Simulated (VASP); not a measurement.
InP, 2 atoms in the cell. It takes space group F-43m (No. 216, cubic). The conventional cell has a = 5.861 Å, b = 5.861 Å, c = 5.861 Å, α = 90.00°, β = 90.00°, γ = 90.00°. In (site symmetry -43m) is surrounded by 4 P at 2.54 Å. P (site symmetry -43m) has 4 In at 2.54 Å as nearest neighbours. 

```yaml
Program: VASP 6.6.1
Task: single point
Functional: LDA
Potentials_or_basis: VASP PAW LDA potentials, release 64 (In_d, P)
Cutoff: 300 eV
k_mesh: 4 × 4 × 4
Occupations: fermi-dirac, width 0.02 eV
Spin: no spin polarisation
Further_INCAR_settings: ALGO = Normal; EDIFF = 1e-06; NBANDS = 16
```

Potentials or basis: VASP PAW LDA potentials, release 64 (In_d, P).

Launch:

```bash
$ cat potpaw_LDA.64/In_d/POTCAR potpaw_LDA.64/P/POTCAR > POTCAR
$ mpirun -np 4 vasp_std > vasp.out
```

Hardware: 4 MPI ranks on Intel(R) Xeon(R) Platinum 8375C CPU @ 2.90GHz (Ice Lake), on a shared host.

Task: Estimate the wall time of this run.

Result: Wall time 2.9 s on 4 MPI ranks on Intel(R) Xeon(R) Platinum 8375C CPU @ 2.90GHz (Ice Lake), on a shared host, peak memory 0.11 GiB a rank. Counts: scf iterations 13, k points 8.
